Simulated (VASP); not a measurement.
# Ga (C2/c) in VASP: a series of runs

The runs below take Ga through single point, with PBE.

Everything below comes from runs of VASP 6.6.1. Logs are shortened: lines on timing, memory, paths and dates and some standing lists are left out, and cuts for length are marked.

## Step 1: Starting point

Symmetry: C2/c, No. 15, monoclinic system. Conventional cell: a = 2.766 Å, b = 8.053 Å, c = 3.332 Å, α = 90.00°, β = 92.02°, γ = 90.00°. Around Ga (site symmetry 2) lie 8 Ga at 2.69 to 2.92 Å.

This isn't the form of Ga at room conditions, which is orthorhombic.

## Step 2: Single point, PBE

File INCAR:

```
PREC = Accurate
ENCUT = 350
EDIFF = 1E-6
ISMEAR = 0
SIGMA = 0.15
LREAL = False
LASPH = True
NELM = 100
ALGO = Normal
ISIF = 2
LWAVE = False
LCHARG = False
GGA = PE
NBANDS = 20
ADDGRID = False
```

File KPOINTS:

```
regular mesh
0
Gamma
  13 13 10
```

File POSCAR:

```
Ga
1.0
    1.3830000000     -4.0265000000      0.0000000000
    1.3830000000      4.0265000000      0.0000000000
   -0.1174474948      0.0000000000      3.3299294416
Ga
2
Direct
    0.1310000000      0.8690000000      0.7500000000
    0.8690000000      0.1310000000      0.2500000000
```

Potentials or basis: VASP PAW PBE potentials, release 64 (Ga_d).

Command:

```sh
$ cat potpaw_PBE.64/Ga_d/POTCAR > POTCAR
$ mpirun -np 1 vasp_std > vasp.out
```

OUTCAR:

```text
PREC = Accurate
   ENCUT = 350
   EDIFF = 1E-6
   ISMEAR = 0
   LREAL = False
   LASPH = True
   NELM = 100
   ISIF = 2
   GGA = PE

 Found    462 irreducible k-points:

 Following reciprocal coordinates:
            Coordinates               Weight
  0.000000  0.000000  0.000000      1.000000
  0.076923 -0.000000 -0.000000      4.000000
  0.153846  0.000000  0.000000      4.000000
  0.230769 -0.000000 -0.000000      4.000000
  0.307692  0.000000  0.000000      4.000000
  0.384615 -0.000000 -0.000000      4.000000
   k-points           NKPTS =    462   k-points in BZ     NKDIM =    462   number of bands    NBANDS=     20
   number of dos      NEDOS =    301   number of ions     NIONS =      2
   total plane-waves  NPLWV =  15680
   dimension x,y,z NGX =    28 NGY =   28 NGZ =   20
   dimension x,y,z NGXF=    56 NGYF=   56 NGZF=   40
   ions per type =               2
   NGX,Y,Z   is equivalent  to a cutoff of  10.93, 10.93,  9.98 a.u.
   NGXF,Y,Z  is equivalent  to a cutoff of  21.87, 21.87, 19.96 a.u.
 SYSTEM =  unknown system
   PREC   = accura    normal or accurate (medium, high low for compatibility)
   ISTART =      0    job   : 0-new  1-cont  2-samecut
   ICHARG =      2    charge: 1-file 2-atom 10-const
   ISPIN  =      1    spin polarized calculation?
   LNONCOLLINEAR =      F non collinear calculations
   LSORBIT =      F    spin-orbit coupling
   LASPH  =      T    aspherical Exc in radial PAW
   ENCUT  =  350.0 eV  25.72 Ry    5.07 a.u.   6.49  6.49  5.08*2*pi/ulx,y,z
   NELM   =    100;   NELMIN=  2; NELMDL= -5     # of ELM steps
   EDIFF  = 0.1E-05   stopping-criterion for ELM
[... 8 lines left out ...]
   TEBEG  =    0.0;   TEEND  =   0.0 temperature during run
   PSTRESS=    0.0 pullay stress
   NELECT =      26.0000    total number of electrons
   NUPDOWN=      -1.0000    fix difference up-down
   EMIN   =  10.00;   EMAX   =-10.00  energy-range for DOS
   EFERMI =   0.00;   METHOD = LEGACY
   ISMEAR =     0;   SIGMA  =   0.15  broadening in eV -4-tet -1-fermi 0-gaus
   EFERMI_NEDOS =   21; number of points for ismear=-14 and -15
   IALGO  =     38    algorithm
   IMIX   =      4    mixing-type and parameters
     AMIX     =   0.40;   BMIX     =  1.00
     AMIX_MAG =   1.60;   BMIX_MAG =  1.00
  volume/ion in A,a.u.               =      18.54       125.14
  Fermi-wavevector in a.u.,A,eV,Ry     =   1.454323  2.748273 28.777089  2.115056
  Thomas-Fermi vector in A             =   2.571487
   LORBIT       =      0    0 simple, 1 ext, 2 COOP (PROOUT), +10 PAW based schemes
   GGA     = PE    functional components
   LHFCALC =     F    Hartree Fock is set to
   AEXX    =    0.0000 exact exchange contribution
   IVDW    =     0    specifies the selected vdW correction
   LEPSILON=     F    determine dielectric tensor
   LRPA    =     F    only Hartree local field effects (RPA)
 non-spin polarized calculation
 Gauss-broadening in eV      SIGMA  =   0.15
  energy-cutoff  :      350.00
  volume of cell :       37.09
 maximum number of plane-waves:       563
 NGX is ok and might be reduce to    28
   NGX = 13   NGY = 13   NGZ = 11

 number of electron      26.0000024 magnetization

 Free energy of the ion-electron system (eV)
  ---------------------------------------------------
  ext. energy  EPLUGINS =         0.00000000
  ---------------------------------------------------
  free energy    TOTEN  =        -5.77496482 eV

  energy without entropy =       -5.76723327  energy(sigma->0) =       -5.77109904

 E-fermi :   5.6573     XC(G=0): -11.0573

 val. band max:        5.6550851217   @ k =  -0.0769  -0.2308   0.3000
 cond. band min:       5.6701975643   @ k =   0.3077   0.0000   0.1000
 fundamental gap:      0.0151124425
 Fermi energy:         5.6573420909

 k-point     1 :       0.0000    0.0000    0.0000
  band No.  band energies     occupation
      1      -9.4948      2.00000
      2      -9.4845      2.00000
      3      -9.4472      2.00000
      4      -9.4245      2.00000
      5      -9.1502      2.00000
      6      -9.1492      2.00000
      7      -9.1204      2.00000
      8      -9.1175      2.00000
      9      -9.1052      2.00000
     10      -8.9693      2.00000
     11      -5.5730      2.00000
     12       3.5648      2.00000
     13       4.0319      2.00000
     14       7.2894      0.00000
     15      11.0911      0.00000
     16      15.3502      0.00000
     17      15.8452      0.00000
     18      16.0776      0.00000
     19      16.3785      0.00000
     20      18.7583      0.00000

 k-point     2 :       0.0769   -0.0000   -0.0000
  band No.  band energies     occupation
      1      -9.4901      2.00000
      2      -9.4748      2.00000
      3      -9.4345      2.00000
      4      -9.4012      2.00000
      5      -9.1612      2.00000
      6      -9.1598      2.00000
      7      -9.1291      2.00000
      8      -9.1255      2.00000
      9      -9.1067      2.00000
     10      -8.9714      2.00000
     11      -5.4414      2.00000
     12       3.1972      2.00000
     13       4.6368      2.00000
     14       7.4297      0.00000
     15      11.2121      0.00000
     16      13.4540      0.00000
     17      14.4838      0.00000
     18      15.8246      0.00000
     19      16.6936      0.00000
     20      19.4582      0.00000

 k-point     3 :       0.1538    0.0000    0.0000
  band No.  band energies     occupation
      1      -9.4769      2.00000
      2      -9.4516      2.00000
      3      -9.3983      2.00000
      4      -9.3382      2.00000
      5      -9.1927      2.00000
      6      -9.1893      2.00000
      7      -9.1476      2.00000
      8      -9.1453      2.00000
      9      -9.1122      2.00000
     10      -8.9780      2.00000
     11      -5.0443      2.00000
     12       2.8943      2.00000
     13       5.6386      1.14058
     14       7.8454      0.00000
     15      10.7059      0.00000
     16      11.5906      0.00000
     17      12.3623      0.00000
     18      15.7455      0.00000
     19      16.8397      0.00000
     20      20.1613      0.00000

 k-point     4 :       0.2308   -0.0000   -0.0000
  band No.  band energies     occupation
      1      -9.4590      2.00000
      2      -9.4239      2.00000
      3      -9.3500      2.00000
      4      -9.2816      2.00000
      5      -9.2357      2.00000
      6      -9.2030      2.00000
      7      -9.1695      2.00000
      8      -9.1631      2.00000
      9      -9.1214      2.00000
     10      -8.9892      2.00000
     11      -4.3771      2.00000
     12       2.8119      2.00000
     13       6.7942      0.00000
     14       8.0862      0.00000
     15       8.5406      0.00000
     16      10.4062      0.00000
     17      12.2545      0.00000
     18      15.6834      0.00000
     19      17.0131      0.00000
     20      20.7904      0.00000

 k-point     5 :       0.3077    0.0000    0.0000
  band No.  band energies     occupation
      1      -9.4417      2.00000
      2      -9.3998      2.00000
      3      -9.3226      2.00000
      4      -9.3001      2.00000
      5      -9.2832      2.00000
      6      -9.1885      2.00000
      7      -9.1675      2.00000
      8      -9.1387      2.00000
      9      -9.1149      2.00000
     10      -9.0040      2.00000
     11      -3.4389      2.00000
     12       2.9117      2.00000
     13       5.6352      1.16554
     14       7.7427      0.00000
     15       9.2137      0.00000
     16       9.4721      0.00000
     17      13.1558      0.00000
     18      15.5761      0.00000
     19      17.1870      0.00000
     20      19.1075      0.00000

 k-point     6 :       0.3846   -0.0000   -0.0000
  band No.  band energies     occupation
      1      -9.4288      2.00000
      2      -9.3973      2.00000
      3      -9.3325      2.00000
      4      -9.3216      2.00000
      5      -9.3020      2.00000
      6      -9.1978      2.00000
      7      -9.1531      2.00000
      8      -9.1404      2.00000
      9      -9.0384      2.00000
     10      -9.0191      2.00000
     11      -2.2405      2.00000
     12       2.6690      2.00000
     13       4.0648      2.00000
     14       6.8339      0.00000
     15      10.1602      0.00000
     16      10.6286      0.00000
     17      14.3335      0.00000
     18      15.1421      0.00000
     19      16.6954      0.00000
     20      18.0064      0.00000

 [... further k-points ...]

------------------------ aborting loop because EDIFF is reached ----------------------------------------

  FORCE on cell =-STRESS in cart. coord.  units (eV):
  Direction    XX          YY          ZZ          XY          YZ          ZX
  --------------------------------------------------------------------------------------
  -------------------------------------------------------------------------------------
  Total        0.3730281      0.4589410      0.3232742      0.0000000      0.0000000      0.0493368
  in kB       16.1152582     19.8267940     13.9658296      0.0000000      0.0000000      2.1314068
  external PRESSURE =      16.6359606 kB  Pullay stress =       0.0000000 kB

 VOLUME and BASIS-vectors are now :
 -----------------------------------------------------------------------------
  energy-cutoff  :      350.00
  volume of cell :       37.09
      direct lattice vectors                 reciprocal lattice vectors
     1.383000000 -4.026500000  0.000000000     0.361532899 -0.124177325  0.012751361
     1.383000000  4.026500000  0.000000000     0.361532899  0.124177325  0.012751361
    -0.117447495  0.000000000  3.329929442     0.000000000  0.000000000  0.300306663

 POSITION                                       TOTAL-FORCE (eV/Angst)
 -----------------------------------------------------------------------------------
      1.29491      2.97156      2.49745         0.000000     -0.191061     -0.000000
      1.35364     -2.97156      0.83248        -0.000000      0.191061      0.000000
 -----------------------------------------------------------------------------------
    total drift:                                0.000000     -0.000000     -0.000000

  FREE ENERGIE OF THE ION-ELECTRON SYSTEM (eV)
  ---------------------------------------------------
  free  energy   TOTEN  =        -5.7749648225 eV

  energy  without entropy=       -5.7672332672  energy(sigma->0) =       -5.77109904
```

Wall time 2.9 min (1 thread of Intel Xeon Platinum 8259CL at 2.50GHz (Skylake/Cascade Lake), shared host); peak memory 0.26 GiB.

These settings aren't checked as converged: the numbers below hold their error.

Results:

```
Free energy            : -5.7750 eV
Pressure               : 1.7 GPa
Largest force          : 0.191 eV/Å
Band gap on the k mesh : none (metal or under the smearing width)
```

Caveat: the cutoff is under 1.25 times the usual one of these potentials, so pressure, stress and relaxed cells hold a basis-set (Pulay) error.

[end of part 1 of 2]
